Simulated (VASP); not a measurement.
Set up this calculation in VASP 6.6.1, as the native input.

```yaml
Task: single point
Functional: PBEsol
Potentials_or_basis: VASP PAW PBE potentials, release 64 (Y_sv)
Cutoff: 520 eV
k_mesh: 6 × 6 × 6, shifted
Occupations: methfessel-paxton, width 0.01 eV
Spin: no spin polarisation
Dipole_correction: no
Further_INCAR_settings: ALGO = Normal; EDIFF = 1e-06; NBANDS = 12; ISYM = 0
```

The structure of Y lies in POSCAR:

```
Y
1.0
    0.0000000000      2.4850000000      2.4850000000
    2.4850000000      0.0000000000      2.4850000000
    2.4850000000      2.4850000000      0.0000000000
Y
1
Direct
    0.0000000000      0.0000000000      0.0000000000
```

This isn't the form of Y at room conditions, which is hcp.

These files were run (other wordings do the same):

INCAR

```
  PREC = Accurate
  ENCUT = 520
  EDIFF = 1E-6
  ISMEAR = 1
  SIGMA = 0.01
  LREAL = F
  LASPH = T
  NELM = 100
  ALGO = Normal
  ISIF = 2
  LWAVE = F
  LCHARG = F
  GGA = PS
  ISYM = 0
  NBANDS = 12
```

KPOINTS

```
Automatic mesh
0
Gamma
  6 6 6
  0.5 0.5 0.5
```

Potentials or basis: VASP PAW PBE potentials, release 64 (Y_sv).

Run with:

```sh
$ cat potpaw_PBE.64/Y_sv/POTCAR > POTCAR
$ mpirun -np 1 vasp_std > vasp.out
```

Results of the run:

```
Pressure               : 0.0 GPa
Band gap on the k mesh : none (metal or under the smearing width)
```

Caveat: the k mesh is coarse (spacing up to 0.36 Å⁻¹), so the values aren't converged; the PAW data sets were made with another functional, which shifts forces and pressure a little.

Wall time 110 s on 1 thread of Intel(R) Xeon(R) Platinum 8488C (Sapphire Rapids) (shared host), peak memory 0.31 GiB.
